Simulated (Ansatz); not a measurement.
**LDA, PBE, PBEsol and r²SCAN on Ga**

```xyz
2
Lattice="1.3830 -4.0265 0.0000 1.3830 4.0265 0.0000 -0.1174 0.0000 3.3299" Properties=species:S:1:pos:R:3 pbc="T T T"
Ga    1.3536   -2.9716    0.8325
Ga    1.2949    2.9716    2.4974
```

Atoms are numbered in the order listed.

The structure is an experimental refinement, used without relaxation.

One fixed cell is solved with several functionals by PAW with the default files in Ansatz 0.2.0, scalar-relativistically. A positive pressure means that the functional wants a larger cell.

The PAW files were made with PBE; their cores are remade for each functional.

The runs use a Γ-centred 14×14×11 k mesh, Fermi–Dirac smearing of 0.03 eV, cutoff 420 eV, no spin polarisation.

Cutoffs: PBE 420 eV, LDA 420 eV, PBEsol 420 eV, r²SCAN 500 eV.

| setting | P (GPa) | force Ga1 y (eV/Å) | lowest level at Γ above −25 eV, from the valence-band top or, without a gap, the Fermi level (eV) |
| --- | --- | --- | --- |
| PBE | 1.73 | 0.188 | -15.14 |
| LDA | -3.89 | 0.165 | -15.20 |
| PBEsol | -1.88 | 0.184 | -15.11 |
| r²SCAN | -1.30 | 0.204 | -15.70 |
